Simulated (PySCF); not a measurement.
## Frontier levels across methods

Compound: maleic anhydride, C₄H₂O₃.
Atom-mapped SMILES: `[O:1]=[C:2]1[CH:3]=[CH:4][C:5](=[O:6])[O:7]1` (hydrogens: H8 on C3; H9 on C4)

Geometry (PBE0-D3(BJ)/def2-SVP, Å), atoms numbered from 1 in this order:
```xyz
9
C4H2O3 angstrom
O     -2.2129   -1.1438   -0.2074
C     -1.1148   -0.6951   -0.2774
C     -0.6740    0.7070   -0.5186
C      0.6611    0.7213   -0.5199
C      1.1327   -0.6710   -0.2803
O      2.2403   -1.0961   -0.2140
O      0.0175   -1.4644   -0.1376
H     -1.3810    1.5225   -0.6613
H      1.3501    1.5521   -0.6638
```

Basis pcSseg-2 throughout (PySCF), one geometry. Geometry: PBE0-D3(BJ)/def2-SVP; no solvent, vibrations or thermal averaging.

How do the orbital energies, the gap and the dipole change with the method?

```tsv
method	kind	HOMO (eV)	LUMO (eV)	gap (eV)	μ (D)	SCF cycles
OPBE	GGA	-7.07	-4.11	2.96	3.84	17
B97-D	GGA	-7.14	-4.11	3.03	3.99	17
BP86	GGA	-7.22	-4.28	2.94	3.96	17
KT2	GGA	-7.29	-4.14	3.15	3.99	18
KT3	GGA	-7.29	-4.14	3.16	3.95	18
LDA	LDA	-7.33	-4.49	2.84	4.05	16
B3LYP	global hybrid	-8.54	-3.51	5.03	4.21	15
CAM-B3LYP	range-separated hybrid	-10.29	-2.18	8.11	4.33	14
```

The HOMO spans 3.22 eV, from OPBE down to CAM-B3LYP, and the gap runs from 2.84 eV (LDA) to 8.11 eV (CAM-B3LYP). The dipole ranges from 3.84 D (OPBE) to 4.33 D (CAM-B3LYP). This basis has no diffuse functions.

Reference dipole: 4.14 D (measured, gas; NIST CCCBDB Release 22 (SRD 101), experimental dipoles); nearest here: B3LYP (4.21 D). 

The vertical ΔSCF ionisation energy at CAM-B3LYP/def2-SVPD is 11.46 eV; −ε(HOMO) comes closest to it with CAM-B3LYP (10.29 eV).
